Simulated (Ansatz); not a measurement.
# La2O3: the band gap up the ladder of functionals

One table from this session's results is given with a row withheld; the runs are named, their logs left out.

Code: Ansatz 0.2.0. PAW datasets, plane waves. Calculated at 0 K for a non-magnetic cell.

**The cell**

The cell was relaxed beforehand with r2SCAN.

Space group P-3m1 (No. 164), trigonal; a = 3.935 Å, c = 6.126 Å in the conventional setting, 16.43 Å³ an atom. La has 7 O at 2.37–2.73 Å; O has 4 La at 2.37–2.45 Å; O has 6 La at 2.73 Å.

As a file:

```xyz
15
Lattice="7.0069 -1.9678 -0.1895 7.0069 1.9678 -0.1895 -1.7986 0.0000 8.9863" Properties=species:S:1:pos:R:3 pbc="T T T"
La    2.7538    0.0000    7.6106
La    8.0246    0.0000    4.4887
La    9.4614    0.0000    0.9967
La   -1.0801    0.0000    7.2402
La    4.1907    0.0000    4.1185
La   13.2953    0.0000    1.3671
O     1.0283    0.0000    5.9917
O     1.7359    0.0000    2.9322
O     5.9163    0.0000    5.7372
O     0.6454    0.0000    8.8589
O    11.5699    0.0000   -0.2517
O    11.1869    0.0000    2.6155
O     6.2990    0.0000    2.8701
O    10.4793    0.0000    5.6751
O     7.0069    0.0000   -0.1895
```

Set-up of the first run:

File input.yaml:

```yaml
crystal:
  lattice:
    - [7.0069251275, -1.9678382945, -0.1895047745]
    - [7.0069251275, 1.9678382945, -0.1895047745]
    - [-1.7986250808, 0.0, 8.9862525574]
  atoms:
    - { symbol: La, position: [0.3068630447, 0.3068630447, 0.8598538068] }
    - { symbol: La, position: [0.6401923329, 0.6401923329, 0.5265116677] }
    - { symbol: La, position: [0.6931369553, 0.6931369553, 0.1401461932] }
    - { symbol: La, position: [0.02647653, 0.02647653, 0.8068126695] }
    - { symbol: La, position: [0.3598076671, 0.3598076671, 0.4734883323] }
    - { symbol: La, position: [0.97352347, 0.97352347, 0.1931873305] }
    - { symbol: O, position: [0.1598224539, 0.1598224539, 0.6735060514] }
    - { symbol: O, position: [0.1666543302, 0.1666543302, 0.3333222072] }
    - { symbol: O, position: [0.5068567463, 0.5068567463, 0.6598173535] }
    - { symbol: O, position: [0.1735187007, 0.1735187007, 0.9931501543] }
    - { symbol: O, position: [0.8264812993, 0.8264812993, 0.0068498457] }
    - { symbol: O, position: [0.8401775461, 0.8401775461, 0.3264939486] }
    - { symbol: O, position: [0.4931432537, 0.4931432537, 0.3401826465] }
    - { symbol: O, position: [0.8333456698, 0.8333456698, 0.6666777928] }
    - { symbol: O, position: [0.5, 0.5, 0.0] }
kpoints:
  mp_grid: { grid: [8, 8, 4] }
  band_path:
    path:
      - [[0.0, 0.0, 0.0], [0.3333694587812, -0.3333694587812, -8.094198275285e-16]]
      - [[0.6666305412188, 0.3333694587812, 1.0], [0.5, 0.5, 1.0], [0.0, 0.0, 0.0], [1.447442128001e-16, -1.070496994825e-16, 1.5], [0.1666442324485, -0.1666442324485, 1.5]]
      - [[-0.1666442324485, -0.8333557675515, 0.5], [-0.5, -0.5, 0.5], [0.0, 0.0, 0.0]]
      - [[6.766730188975e-16, -0.5, 1.0], [0.0, 0.0, 0.0], [0.5, 7.477370806586e-16, 0.5]]
    npoints: 10
hamiltonian:
  xc: pbe
scf:
  occupations: { method: fermi_dirac, width: 0.02 }
  n_extra_bands: 7
output:
  forces: true
  stress: true
  eigenvalues: true
```

Steps of the session up to this table: PBE bands along the symmetry lines; Single point with r2SCAN; Single point with HSE06; Single point with PBE+SOC; PBE0 at the same geometry.

One of the session's tables, all rows but one given; the rest of the session is left out.

```
  level  gap (eV)
    PBE      3.84
 r2SCAN      4.23
  HSE06         ?
PBE+SOC      3.83
   PBE0      6.03
```

Estimate the missing values for HSE06.

As computed: gap (eV): 5.29. In the column «gap (eV)» it lies between r2SCAN (4.23) and PBE0 (6.03).

Meshes: PBE 8×8×4, r2SCAN 8×8×4, HSE06 4×4×2, PBE+SOC 8×8×4, PBE0 4×4×2

In words: The gap runs from 3.83 eV (PBE+SOC) to 6.03 eV (PBE0). Against HSE06, PBE is short by 1.45 eV, at 73 % of it, and r2SCAN 80 %. PBE0 lies 0.74 eV above HSE06, which differs from it by screening the long-range exchange.

Caveats from the session: Warnings in the runs' records: stress scf threshold loose, stress exchange threshold loose.
